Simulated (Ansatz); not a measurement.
The structure comes from a relaxation in the same program, started in the diamond type. Whether it is a known phase or the ground state wasn't checked. The listed cell was then made from it by scaling, straining or moving an atom.

An input for La: DFT, PBE, all-electron PAW with datasets made for the crystal, scalar-relativistic (Ansatz 0.2.0).

```yaml
crystal:
  lattice:
    - [0.0, 3.4041466196, 3.4041466196]
    - [3.4041466196, 0.0, 3.4041466196]
    - [3.4041466196, 3.4041466196, 0.0]
  atoms:
    - { symbol: La, position: [0.0, 0.0, 0.0] }
    - { symbol: La, position: [0.25, 0.25, 0.25] }
kpoints:
  mp_grid: { grid: [10, 10, 10] }
scf:
  occupations: { method: fermi_dirac, width: 0.03 }
hamiltonian:
  xc: pbe
  pseudopotentials: { kind: all_electron, datasets: crystal }
output:
  forces: true
  stress: true
  eigenvalues: true
  efg: { contact_densities: true }
```

The results part of the log:

```
SCF 1 converged in 9 iterations: F = -462214.352684 eV  dr2 = 1.41e-8
  Residual-converged pass: ⟨swp⟩=5.0  Hψ=3442  notcnv=0  max |occ|·‖R‖ = 5.1e-6 eV (tolerance 5.3e-6 eV)  dr2=2.08e-8  dr2_onsite=9.12e-9  max |Δocc| = 3.3e-9
  greatest PAW one-centre occupation: 0.963 electrons in one spin orbital (limit 2), on the La atom at site 1 (counted from 0), in its partial waves of l = 0
SCF converged after 9 iterations
Free energy (F): -462214.352684 eV
Harris-Foulkes:  -462214.352684 eV  (|F-HF|=5.82e-10)
Internal energy: -462214.345983 eV  (E = F + TS)
E sigma→0 (E₀):  -462214.349334 eV
Entropy (-TS):   -0.006701 eV (-3.350 meV/atom)
Past the cutoff: the bands carry plane waves up to 1.75 times it, of which those up to 1.5 times it add -0.000161 eV an atom, each by itself; the spheres take 0.000232 eV an atom off the energy for waves past 1.75 times it
By the cutoff:   a pressure is off by up to 0.005 GPa (1.2 times the spheres' own share and the shells' term, over an atom's volume, and 0.004 GPa: a bound that held against runs at twice the plane waves)
Past the cutoffs: a stress includes 0.0004 GPa for waves and charges beyond them, in addition to the slope of what the spheres take
In the spheres:  the bands' charges fall short by 1.3e-6 e at most (sound up to 1e-3)
Fermi energy:    12.722378 eV
--- Per-component energies (eV) ---
  The terms above E_closure are by the made datasets' own strengths, without shells solved beside the bands.
--- Forces (eV/Å), atoms counted from 1 ---
  atom   1  La    -0.00000000     0.00000000    -0.00000000
  atom   2  La    -0.00000000    -0.00000000     0.00000000
  max |Σ_I F_I| component: 1.62e-17 eV/Å
--- Stress (GPa, compression-positive) ---
       -2.131272      -0.000000       0.000000
        0.000000      -2.131272       0.000000
       -0.000000      -0.000000      -2.131272
  P = ⅓ Tr σ = -2.1313 GPa (-21.313 kbar)
--- PAW observables at the nuclei: V_zz in 10²¹ V/m², potentials from the cell's mean, atoms counted from 1 ---
  atom   1  La V_zz =    +0.000000   η = 0.0000   by run symmetry: forbidden
            electrostatic potential = -9874.910087 V   contact ρ = 2246584.302496 e/Å³
  atom   2  La V_zz =    +0.000000   η = 0.0000   by run symmetry: forbidden
            electrostatic potential = -9874.910087 V   contact ρ = 2246584.302496 e/Å³
--- Band table (eV; the first three rows and the last of 47) ---
  k-point 0: bands = ["-20.7987", "-19.3623", "-4.9760", "-4.9760", "-4.9760", "-3.0678", "-3.0678", "-3.0678", "10.3357", "12.0415", "12.0415", "13.5581", "13.5581", "13.5581", "14.1356", "14.2443", "14.2443", "14.2443", "14.7413", "14.7413", "14.7413", "15.0753", "15.0753", "15.0753", "15.2425", "15.3425", "15.3425", "15.3425", "16.3561", "16.3561", "16.3561"]
  k-point 1: bands = ["-20.7753", "-19.3921", "-5.0033", "-5.0033", "-4.9770", "-3.0517", "-3.0311", "-3.0311", "10.4964", "11.9559", "11.9559", "13.5166", "13.7432", "13.7432", "14.0597", "14.1914", "14.1914", "14.2478", "14.5065", "14.7084", "14.7084", "15.0824", "15.0824", "15.1773", "15.2789", "15.3399", "15.3499", "15.3499", "16.1933", "16.3383", "16.3383"]
  k-point 2: bands = ["-20.7090", "-19.4752", "-5.0702", "-5.0702", "-4.9826", "-3.0039", "-2.9395", "-2.9395", "10.9189", "11.8380", "11.8380", "13.4203", "13.6927", "13.9576", "13.9576", "14.1351", "14.1351", "14.2572", "14.3094", "14.6476", "14.6476", "15.1034", "15.1034", "15.2322", "15.3180", "15.3180", "15.3331", "15.3784", "15.8744", "16.4481", "16.4481"]
  k-point 46: bands = ["-20.1244", "-20.1244", "-5.4912", "-5.4912", "-3.9458", "-3.9458", "-2.3716", "-2.3716", "10.9880", "10.9880", "12.7826", "12.7826", "13.7370", "13.7370", "14.0268", "14.0268", "14.5121", "14.5121", "14.7534", "14.7534", "14.8992", "14.8992", "15.1229", "15.1229", "15.4014", "15.4014", "15.8473", "15.8473", "16.1896", "16.1896", "18.6040"]
```
